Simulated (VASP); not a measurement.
# WS₂: convergence, band structure

WS₂, P6_3/mmc (no. 194), 6 atoms in the cell. PBE; PAW potentials W_sv, S (PBE set). VASP 6.6.1.

Wanted: band energies at the path's corners within 0.1 eV; smallest gap over path and mesh within 0.05 eV.

What the run is for: bands; Accuracy asked: screening; Route: fixed density (ICHARG 11).

Band energies at the path's corners: counted from the valence top.

POSCAR:
```
WS2
1.0
    3.1800000000      0.0000000000      0.0000000000
   -1.5900000000      2.7539607840      0.0000000000
    0.0000000000      0.0000000000     12.5000000000
W S
2 4
Direct
    0.6666666667      0.3333333333      0.7500000000
    0.3333333333      0.6666666667      0.2500000000
    0.6666666667      0.3333333333      0.3750000000
    0.3333333333      0.6666666667      0.8750000000
    0.6666666667      0.3333333333      0.1250000000
    0.3333333333      0.6666666667      0.6250000000
```

The series start from Plane-wave cutoff (eV): 300; k-point mesh: 7 × 7 × 2; k points a path segment: 12; Electronic threshold (eV): 1e-6; Precision mode (PREC): Accurate; Bands in all (NBANDS): 42; Aspherical gradient terms in the spheres (LASPH): yes; Highest l that the mixer handles (LMAXMIX): 4. Each series keeps the choices made before it, and each single choice may use up half of a tolerance. Times cover all steps of a run.

## Plane-wave cutoff (eV)

| Plane-wave cutoff (eV) | Band energies at the path's corners, largest deviation (eV) | Smallest gap over path and mesh (eV) | Time (s) |
|---|---|---|---|
| 210 | 0.02 | 1.065 | 54 |
| 260 | 0.00 | 1.067 | 97 |
| 300 | 0.00 | 1.065 | 101 |
| 340 | 0.00 | 1.065 | 135 |
| 420 | 0.00 | 1.064 | 164 |
| 520 (reference) | 0.00 | 1.064 | 213 |

## k-point mesh

| k-point mesh | Band energies at the path's corners, largest deviation (eV) | Smallest gap over path and mesh (eV) | Time (s) |
|---|---|---|---|
| 3 × 3 × 1 | 0.10 | 1.095 | 46 |
| 4 × 4 × 1 | 0.01 | 1.065 | 44 |
| 5 × 5 × 2 | 0.00 | 1.065 | 49 |
| 7 × 7 × 2 | 0.00 | 1.065 | 54 |
| 8 × 8 × 2 | 0.00 | 1.065 | 53 |
| 10 × 10 × 3 (reference) | 0.00 | 1.065 | 58 |

## Electronic threshold (eV)

| Electronic threshold (eV) | Band energies at the path's corners, largest deviation (eV) | Smallest gap over path and mesh (eV) | Time (s) |
|---|---|---|---|
| 0.001 | 0.00 | 1.064 | 35 |
| 0.0001 | 0.00 | 1.064 | 38 |
| 1e-5 | 0.00 | 1.064 | 40 |
| 1e-6 | 0.00 | 1.065 | 44 |
| 1e-7 (reference) | 0.00 | 1.065 | 43 |

## Precision mode (PREC)

| Precision mode (PREC) | Band energies at the path's corners, largest deviation (eV) | Smallest gap over path and mesh (eV) | Time (s) |
|---|---|---|---|
| SingleN | 0.00 | 1.065 | 23 |
| Normal | 0.00 | 1.064 | 23 |
| Accurate (reference) | 0.00 | 1.064 | 35 |

## Bands in all (NBANDS)

| Bands in all (NBANDS) | Band energies at the path's corners, largest deviation (eV) | Smallest gap over path and mesh (eV) | Time (s) |
|---|---|---|---|
| 28 | 0.22 | 1.065 | 18 |
| 29 | 0.04 | 1.065 | 17 |
| 30 | 0.03 | 1.065 | 17 |
| 32 | 0.02 | 1.065 | 18 |
| 42 | 0.00 | 1.065 | 23 |
| 52 (reference) | 0.00 | 1.061 | 28 |

## Aspherical gradient terms in the spheres (LASPH)

| Aspherical gradient terms in the spheres (LASPH) | Band energies at the path's corners, largest deviation (eV) | Smallest gap over path and mesh (eV) | Time (s) |
|---|---|---|---|
| no | 0.01 | 1.059 | 14 |
| yes (reference) | 0.00 | 1.065 | 17 |

## Highest l that the mixer handles (LMAXMIX)

| Highest l that the mixer handles (LMAXMIX) | Band energies at the path's corners, largest deviation (eV) | Smallest gap over path and mesh (eV) | Time (s) |
|---|---|---|---|
| 2 | 0.00 | 1.060 | 15 |
| 4 | 0.00 | 1.059 | 14 |
| 6 (reference) | 0.00 | 1.059 | 14 |

## Question

The rows run from the loosest to the tightest. For each series: choose the loosest value from which every tighter one stays within half of the tolerance.

## Answer

- Plane-wave cutoff (eV): 210
- k-point mesh: 4 × 4 × 1
- Electronic threshold (eV): 0.001
- Precision mode (PREC): SingleN
- Bands in all (NBANDS): 29
- Aspherical gradient terms in the spheres (LASPH): no
- Highest l that the mixer handles (LMAXMIX): 2

## All choices together

| Input | Band energies at the path's corners, largest deviation (eV) | Smallest gap over path and mesh (eV) | Time (s) |
|---|---|---|---|
| the program's defaults (naive) | 0.01 | 1.060 | 37 |
| chosen settings | 0.03 | 1.060 | 15 |
| reference settings throughout | 0.00 | 1.056 | 650 |

The tolerance is met.

## The input

INCAR.step1:
```
GGA = PE
ISMEAR = 0
SIGMA = 0.03
LWAVE = False
LCHARG = True
NBANDS = 29
PREC = SingleN
LASPH = False
LREAL = False
ALGO = Normal
EDIFF = 0.001
NELM = 120
GGA_COMPAT = False
ENCUT = 210
EFERMI = MIDGAP
LMAXMIX = 2
```

INCAR.step2, as INCAR.step1 but for:
```
- LCHARG = True
+ LCHARG = False
+ ICHARG = 11
```

KPOINTS.step1:
```
Automatic mesh
0
Gamma
  4 4 1
  0 0 0
```

KPOINTS.step2:
```
path GMKGALHA,LM,KH
12
line-mode
reciprocal
 0.0000000000  0.0000000000  0.0000000000  G
 0.5000000000  0.0000000000  0.0000000000  M

 0.5000000000  0.0000000000  0.0000000000  M
 0.3333333333  0.3333333333  0.0000000000  K

 0.3333333333  0.3333333333  0.0000000000  K
 0.0000000000  0.0000000000  0.0000000000  G

 0.0000000000  0.0000000000  0.0000000000  G
 0.0000000000  0.0000000000  0.5000000000  A

 0.0000000000  0.0000000000  0.5000000000  A
 0.5000000000  0.0000000000  0.5000000000  L

 0.5000000000  0.0000000000  0.5000000000  L
 0.3333333333  0.3333333333  0.5000000000  H

 0.3333333333  0.3333333333  0.5000000000  H
 0.0000000000  0.0000000000  0.5000000000  A

 0.5000000000  0.0000000000  0.5000000000  L
 0.5000000000  0.0000000000  0.0000000000  M

 0.3333333333  0.3333333333  0.0000000000  K
 0.3333333333  0.3333333333  0.5000000000  H
```

Commands (each step's output is kept before the next begins):
```
cat potpaw_PBE.64/W_sv/POTCAR potpaw_PBE.64/S/POTCAR > POTCAR
cp INCAR.step1 INCAR
cp KPOINTS.step1 KPOINTS
mpirun -np 1 vasp_std > vasp.out
cp INCAR.step2 INCAR
cp KPOINTS.step2 KPOINTS
mpirun -np 1 vasp_std > vasp.out
```

The naive input happens to agree within the tolerance here, in 37 s.

Limits: PBE gaps are mostly well below measured ones; spin-orbit coupling is off, though it shifts bands of the heavy elements by a tenth of an eV or more.

The chosen input took VASP 6.6.1 15 s on 1 core (Intel Xeon Platinum 8375C @ 2.90GHz (Ice Lake)), a shared host.

## An input that fails: tetrahedra on too few k points

VASP's message: IBZKPT: tetrahedron method fails for NKPT<4. NKPT = 1.

k mesh: 7 × 7 × 2 becomes 1 × 1 × 1.

Changes against the starting input:
```
- ISMEAR = 0
- NELM = 120
+ ISMEAR = -5
+ NELM = 79
```
